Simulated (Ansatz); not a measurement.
**Ru: single point with PBE**

Crystal: Ru.

```
Ru
1.0
     2.70580    0.00000    0.00000
    -1.35290    2.34329    0.00000
     0.00000    0.00000    4.28190
Ru
2
Cartesian
  1.3529 0.7811 3.2114
  0.0000 1.5622 1.0705
```

| Property | Result |
| --- | --- |
| Program | Ansatz 0.2.0 |
| Task | single point |
| Functional | PBE |
| Potentials or basis | all-electron LAPW, scalar-relativistic |
| Cutoff | 281 eV (chosen from the basis error) |
| Basis error allowed | 0.001 eV/atom |
| k mesh | 11 × 11 × 6 |
| Occupations | gaussian, width 0.024 eV |
| Spin | no spin polarisation |

```json
{"Pressure": "4.4 GPa", "Band gap on the k mesh": "none (metal or under the smearing width)"}
```

Stress tensor (GPa, compression positive):
```
4.52 0.00 0.00
0.00 4.52 0.00
0.00 0.00 4.29
```

Levels at points of the mesh, in eV from the Fermi level:
```
            k point  band 22  band 23  band 24  band 25  band 26  band 27  band 28  band 29  band 30  band 31
 (0.00, 0.00, 0.00)    -2.54    -2.37    -1.86    -1.86    -1.33    -1.33     1.24     1.24     1.34    10.37
(0.00, 0.00, -0.50)    -2.71    -2.71    -2.71    -2.66    -2.66     0.60     0.60     0.60     0.60    14.40
```

It took 15 s on 1 thread of Arm Neoverse V1, on a shared host, peak memory 0.36 GiB.
